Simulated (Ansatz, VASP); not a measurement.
# Rb in VASP and in Ansatz

The input INCAR:

```
SYSTEM = Rb
  ALGO = Normal
  EDIFF = 1E-6
  ENCUT = 520
  GGA = CA
  ISIF = 2
  ISMEAR = 0
  LASPH = .TRUE.
  LCHARG = .FALSE.
  LREAL = .FALSE.
  LWAVE = .FALSE.
  NBANDS = 10
  NELM = 100
  PREC = Accurate
  SIGMA = 0.15
```

KPOINTS

```
k-points
0
G
  12 12 12
  0 0 0
```

POSCAR

```
Rb
1.0
   -2.8060000000      2.7007750000      2.7007750000
    2.8060000000     -2.9112250000      2.9112250000
    2.8060000000      2.9112250000     -2.9112250000
Rb
1
Direct
    0.0000000000      0.0000000000      0.0000000000
```

Input for Ansatz:

```yaml
crystal:
  lattice:
    - [-2.806, 2.700775, 2.700775]
    - [2.806, -2.911225, 2.911225]
    - [2.806, 2.911225, -2.911225]
  atoms:
    - { symbol: Rb, position: [0.0, 0.0, 0.0] }
basis:
  ecutwfc: 420
kpoints:
  mp_grid: { grid: [12, 12, 12] }
hamiltonian:
  xc: lda
scf:
  occupations: { method: gaussian, width: 0.15 }
output:
  forces: true
  stress: true
  eigenvalues: true
```

Change from the starting cell: strain -0.0750 x Voigt [0, 0, 0, 1, 0, 0], atoms carried along.

Alike in both runs: task single point; functional LDA; k mesh 12 × 12 × 12; occupations gaussian, width 0.15 eV; no spin polarisation.

|  | VASP | Ansatz |
| --- | --- | --- |
| version | VASP 6.6.1 | Ansatz 0.2.0 |
| potentials or method | VASP PAW LDA potentials, release 64 (Rb_sv) | scalar-relativistic, plane waves, PAW |
| plane-wave cutoff (eV) | 520 | 420 |
| valence electrons in the cell | 9 | 9 |

|  | VASP | Ansatz | Ansatz less VASP |
| --- | --- | --- | --- |
| gap on the k mesh at the Fermi level (eV) | none | none | - |
| pressure (GPa) | -0.4 | -0.4 | 0.00 |
| largest component of the traceless stress (GPa) | 0.12 | 0.12 | 0.000 |

A gap of «none» marks a metal or a gap that the smearing closes.
